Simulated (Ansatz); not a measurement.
## CdS: stiffness from a series of strains

```yaml
crystal:
  lattice:
    - [0.00000, 2.94295, 2.94295]
    - [2.94295, 0.00000, 2.94295]
    - [2.94295, 2.94295, 0.00000]
  atoms:
    - { symbol: Cd, position: [0.00000, 0.00000, 0.00000] }
    - { symbol: S, position: [0.75000, 0.75000, 0.75000] }
```

Atoms are numbered in the order listed.

Structure from Materials Project entry mp-2469 (possibly hypothetical), not relaxed further.

The calculation used Ansatz 0.2.0, DFT, PBE, all-electron LAPW, scalar-relativistic.

The runs use a Γ-centred 7×7×7 k mesh, Fermi–Dirac smearing of 0.02 eV, basis error target 0.5 meV/atom, no spin polarisation.

The strain is applied along the Cartesian axes of the cell as listed (the other components stay zero). Fractional coordinates are held (clamped ions).

σ is the change of stress from the unstrained cell, which is at 1.19 GPa; tension is positive, so slopes are stress–strain coefficients at that pressure.

Only quantities that a quadratic follows smoothly over the whole series are listed; rougher ones are left out.

| εxx = εyy | σzz (GPa) | σxx (GPa) |
| --- | --- | --- |
| -0.0300 | -3.76 | -4.23 |
| -0.0200 | -2.37 | -2.70 |
| 0.0000 | 0.00 | 0.00 |
| 0.0100 | 0.99 | 1.19 |
| 0.0200 | 1.88 | 2.27 |
| 0.0300 | 2.66 | 3.27 |

(1) Fit the series and read off the stiffness at zero strain.

(2) One run, at εxx = εyy = -0.0100, is withheld. Predict its row.

Results:

(1) Least-squares fits y = p0 + p1 x + p2 x² to the rows give σzz (GPa): p1 = 107, p2 = -600; σxx (GPa): p1 = 125, p2 = -530. So 2 C12 = 107 GPa and C11 + C12 = 125 GPa.

(2) The fits give -1.13, -1.30; the run gave -1.12, -1.29.
